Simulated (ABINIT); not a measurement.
Runs of ABINIT 10.8.3 (patched build) on Pd. It takes space group Fm-3m (No. 225, cubic). The conventional cell has a = 3.893 Å, b = 3.893 Å, c = 3.893 Å, α = 90.00°, β = 90.00°, γ = 90.00°. Pd (site symmetry m-3m) has 12 Pd at 2.75 Å as nearest neighbours. 

| task | level | potentials or basis | cutoff (eV) | fine-grid cutoff | gap on the mesh (eV) | pressure (GPa) |
| --- | --- | --- | --- | --- | --- | --- |
| band structure | LDA | JTH PAW PBE v2.0 | 707 | 1306.15 eV | none | (a) |
| band structure | PBEsol | JTH PAW PBE v2.0 | 599 | 1197.3 eV | none | -3.0 |
| band structure | RPBE | JTH PAW PBE v2.0 | 707 | 1306.15 eV | none | 11.1 |
| band structure | PBEsol | JTH PAW PBE v2.0 | 707 | 1306.15 eV | none | (b) |
| band structure | WC | JTH PAW PBE v2.0 | 707 | 1306.15 eV | none | -1.8 |
| single point | PBEsol | PseudoDojo NC SR PBEsol v0.4 stringent | 1116 | - | none | -3.0 |
| band structure | PW91 | JTH PAW PBE v2.0 | 707 | 1306.15 eV | none | 6.5 |
| single point | PBEsol | JTH PAW PBE v2.0 | 599 | 1197.3 eV | none | -3.0 |

Alike in all rows: no spin polarisation; cell as given; k mesh 12 × 12 × 12; smearing fermi-dirac 0.05 eV.

**Question.** Fill in the values left out.

**Answer.** (a) -9.0; (b) -3.3.

Caveats: the PAW data sets were made with another functional, which shifts forces and pressure a little (some runs).

A k mesh can miss the band edges, and the runs leave out spin-orbit coupling on Pd.

A gap of «none» marks a metal or a gap under the smearing width.

Runs at the PBE level aren't shown here.
